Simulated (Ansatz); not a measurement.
Ansatz input

```yaml
crystal:
  lattice:
    - [-3.3688658032, 3.0153943536, 1.5452331037]
    - [3.0153943536, -3.3688658032, 1.5452331037]
    - [3.0090015095, 3.0090015095, -2.1926167112]
  atoms:
    - { symbol: In, position: [0.9915339069, 0.0084660931, 1.0] }
    - { symbol: In, position: [0.7584660931, 0.2415339069, 0.5] }
hamiltonian:
  xc: lda
  pseudopotentials:
    kind: paw
    azcp:
      In: "pseudopotentials/In.paw.azcp"
basis:
  ecutwfc: 420
  fft_grid_basis: typed
kpoints:
  mp_grid: { grid: [15, 15, 10], shift: [0, 0, 0] }
magnetization:
  spin_polarized: false
scf:
  occupations: { method: fermi_dirac, width: 0.1 }
  lower_state_search: "off"
output:
  stress: true
```

Terminal output

```
Warning: the record states the generating functional pbe (its physics header spells it `PBE`), which answers neither for hamiltonian.xc's functional nor for the lda family's — results may be inconsistent (PPs are generated against a specific XC)
Engine: ansatz 0.2.0, aarch64-unknown-linux-gnu
Pseudopotentials: kind: paw
Pseudopotential: In, paw, valence charge 13, recommended cutoff 420 eV (normal) 
Functional definition: SPW92
  exchange = slater_x
  correlation = pw_c
Crystal: 2 atoms, lattice volume = 54.421 Å³
Basis set: ecut = 420 eV, 1051 PW (Γ)
Bands: 17, of which v1, the nominal top of the filled ones, is band 13 counted from 1 (12 counted from 0)
Symmetry: 4 space group operations
Space group: C2/c (ITA 15), of the structure as read, at distance tolerance 3.8e-5 Å
k-points: 608 of 2250
Non-local potential: In, projectors of the file, l = 0: 2, l = 1: 2, l = 2: 2, l = 3: 2
PAW form: soft (Blöchl's): semilocal exchange-correlation on the pseudo side does not see the compensation charge
PAW frozen core: In, regenerated for the run's functional, and the local potential with it (the file was generated under x = pbe(κ = 0.804, μ = 0.2195149727645171), c = pbe(β = 0.06672455060314922))
PAW one-centre angular grid: In, 590 points (default); XC on 64 Gauss nodes
Initial density: superposition of atomic densities (neutral atoms: chi_scale 0, normalization atom), corrected by the library's trained network
Initial wavefunctions: pseudopotential atomic-orbital guess
Functional: x = slater, c = lda
SCF iter   1: F=—  HF=-10914.277996 eV  |F-HF|=—  |Δ(HF+E_count)|=         —  Δρ=7.08e-3  dr2=1.50e-2  ethr=1.77e-3  ⟨swp⟩=5.5  Hψ=50802  notcnv=0
SCF iter   2: F=—  HF=-10914.270614 eV  |F-HF|=—  |Δ(HF+E_count)|=   7.38e-3  Δρ=3.19e-3  dr2=3.02e-3  ethr=5.78e-5  ⟨swp⟩=2.0  Hψ=21674  notcnv=0
SCF iter   3: F=—  HF=-10914.269649 eV  |F-HF|=—  |Δ(HF+E_count)|=   9.66e-4  Δρ=4.23e-4  dr2=1.18e-4  ethr=1.16e-5  ⟨swp⟩=2.0  Hψ=16415  notcnv=0
SCF iter   4: F=—  HF=-10914.269638 eV  |F-HF|=—  |Δ(HF+E_count)|=   1.09e-5  Δρ=2.68e-4  dr2=2.37e-5  ethr=4.52e-7  ⟨swp⟩=2.0  Hψ=18254  notcnv=0
SCF iter   5: F=—  HF=-10914.269629 eV  |F-HF|=—  |Δ(HF+E_count)|=   8.33e-6  Δρ=7.94e-5  dr2=3.14e-6  ethr=9.13e-8  ⟨swp⟩=2.0  Hψ=17037  notcnv=0
SCF iter   6: F=—  HF=-10914.269628 eV  |F-HF|=—  |Δ(HF+E_count)|=   1.08e-6  Δρ=3.26e-5  dr2=4.76e-7  ethr=1.21e-8  ⟨swp⟩=2.4  Hψ=18373  notcnv=0
SCF iter   7: F=-10914.269628 eV  HF=-10914.269628 eV  |F-HF|=8.66e-10  |Δ(HF+E_count)|=   2.03e-7  Δρ=2.34e-6  dr2=3.47e-9  ethr=3.85e-10  ⟨swp⟩=4.5  Hψ=37155  notcnv=0
SCF 1 converged in 7 iterations: F = -10914.269628 eV  dr2 = 3.47e-9
SCF converged after 7 iterations
Free energy (F): -10914.269628 eV
Harris-Foulkes:  -10914.269628 eV  (|F-HF|=8.66e-10)
Internal energy: -10914.239794 eV  (E = F + TS)
E sigma→0 (E₀):  -10914.254711 eV
Entropy (-TS):   -0.029834 eV (-14.917 meV/atom)
Fermi energy:    9.296400 eV
--- Per-component energies (eV) ---
  E_band       = -70.284951
  E_kinetic    = 484.336208
  E_local      = -2250.500355  (includes V_loc(G=0)·N_el)
  E_nonlocal   = 738.304053
  E_hartree    = 879.786791
  E_xc         = -427.859878
  E_vxc        = -202.888859  (∫ρ·V_xc dr)
  E_paw        = -8026.059328  (= ΣΔE_a)
  E_vpaw       = -599.109080  (= ΣTr[D̂ρ^β])
  E_aug_tail   = 0.000050  (compensation charges beyond the density's cutoff)
  E_ewald      = -2312.816408
  E_core_change = 0.569073  (= ΣΔE_core)
  E_smearing   = -0.029834  (= −TS)
  E_closure    = -0.000000  (closes the sum)
  Σ components = -10914.269628   (vs F -10914.269628, Δ=0.00e0)
--- Stress (GPa, compression-positive) ---
       -2.990183      -0.125341      -0.094113
       -0.125341      -2.990183      -0.094113
       -0.094113      -0.094113      -2.979247
  P = ⅓ Tr σ = -2.9865 GPa (-29.865 kbar)
```
